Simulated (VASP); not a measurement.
A run of VASP 6.6.1 is set up as follows.

Contents of INCAR:

```
SYSTEM = MgO
ALGO     = Normal         ! electronic algorithm
EDIFF    = 1E-6           ! SCF threshold, eV
EDIFFG   = -0.01          ! ionic threshold
ENCUT    = 600            ! plane-wave cutoff, eV
GGA      = PE             ! functional
IBRION   = 2              ! ionic algorithm
ISIF     = 3              ! what is computed and relaxed
ISMEAR   = 0              ! smearing method
LASPH    = .True.         ! aspherical terms in the spheres
LCHARG   = .False.        ! write CHGCAR
LREAL    = .False.        ! projectors in reciprocal space
LWAVE    = .False.        ! write WAVECAR
NELM     = 80             ! most SCF steps
NSW      = 90             ! ionic steps
PREC     = Accurate       ! precision mode
PSTRESS  = 232.0        
SIGMA    = 0.03           ! smearing width, eV
```

Contents of KPOINTS:

```
k-points
0
Gamma
  12 12 12
  0 0 0
```

Contents of POSCAR:

```
MgO
1.0
    0.0000000000      2.1085000000      2.1085000000
    2.1085000000      0.0000000000      2.1085000000
    2.1085000000      2.1085000000      0.0000000000
Mg O
1 1
Direct
    0.0000000000      0.0000000000      0.0000000000
    0.5000000000      0.5000000000      0.5000000000
```

Potentials or basis: VASP PAW PBE potentials, release 64 (Mg, O).

Command:

```sh
$ cat potpaw_PBE.64/Mg/POTCAR potpaw_PBE.64/O/POTCAR > POTCAR
$ mpirun -np 1 vasp_std > vasp.out
```

Task: What does it give for the relaxed volume?

Result: 8.49 Å³/atom.

Task: Estimate the relaxed cell.

Result: a = 2.885 Å, b = 2.885 Å, c = 2.885 Å, α = 60.00°, β = 60.00°, γ = 60.00°.

Final structure:
```
Mg O
1.0
     0.00000    2.04021    2.04021
     2.04021    0.00000    2.04021
     2.04021    2.04021    0.00000
Mg O
1 1
Direct
  0.00000 0.00000 0.00000
  0.50000 0.50000 0.50000
```

Caveat: the cell is relaxed towards a set pressure, so the enthalpy falls and the energy may rise.
